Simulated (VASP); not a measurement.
## CdIn2O4: band structure with PBE

CdIn2O4:

```
CELL_PARAMETERS angstrom
0.00000 4.60293 4.60293
4.60293 0.00000 4.60293
4.60293 4.60293 0.00000
ATOMIC_POSITIONS crystal
Cd 0.00000 0.00000 0.00000
Cd 0.25000 0.25000 0.25000
In 0.62500 0.62500 0.62500
In 0.12500 0.62500 0.62500
In 0.62500 0.62500 0.12500
In 0.62500 0.12500 0.62500
O 0.86209 0.86209 0.86209
O 0.83626 0.38791 0.38791
O 0.86209 0.86209 0.41374
O 0.38791 0.83626 0.38791
O 0.41374 0.86209 0.86209
O 0.38791 0.38791 0.38791
O 0.86209 0.41374 0.86209
O 0.38791 0.38791 0.83626
```

```
Program                : VASP 6.6.1
Task                   : band structure
Functional             : PBE
Potentials or basis    : VASP PAW PBE potentials, release 64 (Cd, In_d, O)
Cutoff                 : 520 eV
k mesh                 : 6 × 6 × 6
Occupations            : gaussian, width 0.03 eV
Spin                   : no spin polarisation
Further INCAR settings : ALGO = Normal; EDIFF = 1e-06
```

```
Pressure                : 5.8 GPa
Largest force           : 0.081 eV/Å
Band gap on the k mesh  : 1.05 eV, indirect (least direct gap 1.12 eV)
Band gap along the path : 1.05 eV, indirect (least direct gap 1.12 eV)
```

Forces on the atoms (eV/Å):
```
Cd   0.000  0.000  0.000
Cd   0.000  0.000  0.000
In   0.000  0.000  0.000
In   0.000  0.000  0.000
In   0.000  0.000  0.000
In   0.000  0.000  0.000
O    0.047  0.047  0.047
O   -0.047  0.047  0.047
O   -0.047 -0.047  0.047
O    0.047 -0.047  0.047
O    0.047 -0.047 -0.047
O   -0.047 -0.047 -0.047
O   -0.047  0.047 -0.047
O    0.047  0.047 -0.047
```

Levels at the corners of the path, in eV from the valence-band top:
```csv
point,band 58,band 59,band 60,band 61,band 62,band 63,band 64,band 65,band 66,band 67
Γ,-0.10,-0.10,-0.10,-0.06,-0.06,1.05,5.06,5.71,5.71,5.71
X,-0.70,-0.20,-0.20,-0.08,-0.08,4.54,4.54,6.03,6.03,6.60
X,-0.70,-0.20,-0.20,-0.08,-0.08,4.54,4.54,6.03,6.03,6.60
W,-0.67,-0.55,-0.55,-0.13,-0.13,4.96,4.96,5.11,5.11,7.06
W,-0.67,-0.55,-0.55,-0.13,-0.13,4.96,4.96,5.11,5.11,7.06
K,-0.59,-0.50,-0.37,-0.20,-0.01,4.75,4.77,4.85,6.10,6.59
K,-0.59,-0.50,-0.37,-0.20,-0.01,4.75,4.77,4.85,6.10,6.59
Γ,-0.10,-0.10,-0.10,-0.06,-0.06,1.05,5.06,5.71,5.71,5.71
Γ,-0.10,-0.10,-0.10,-0.06,-0.06,1.05,5.06,5.71,5.71,5.71
L,-0.33,-0.30,-0.30,0.00,0.00,3.75,3.93,5.97,6.58,6.60
L,-0.33,-0.30,-0.30,0.00,0.00,3.75,3.93,5.97,6.58,6.60
U,-0.59,-0.50,-0.37,-0.20,-0.01,4.75,4.77,4.85,6.10,6.59
U,-0.59,-0.50,-0.37,-0.20,-0.01,4.75,4.77,4.85,6.10,6.59
W,-0.67,-0.55,-0.55,-0.13,-0.13,4.96,4.96,5.11,5.11,7.06
W,-0.67,-0.55,-0.55,-0.13,-0.13,4.96,4.96,5.11,5.11,7.06
L,-0.33,-0.30,-0.30,0.00,0.00,3.75,3.93,5.97,6.58,6.60
L,-0.33,-0.30,-0.30,0.00,0.00,3.75,3.93,5.97,6.58,6.60
K,-0.59,-0.50,-0.37,-0.20,-0.01,4.75,4.77,4.85,6.10,6.59
U,-0.59,-0.50,-0.37,-0.20,-0.01,4.75,4.77,4.85,6.10,6.59
X,-0.70,-0.20,-0.20,-0.08,-0.08,4.54,4.54,6.03,6.03,6.60
```

Wall time 6.1 min on 4 MPI ranks on Intel(R) Xeon(R) 6975P-C (Granite Rapids) (shared host), peak memory 0.51 GiB a rank.

Caveat: spin-orbit coupling is left out, which moves the levels of the heavy elements.
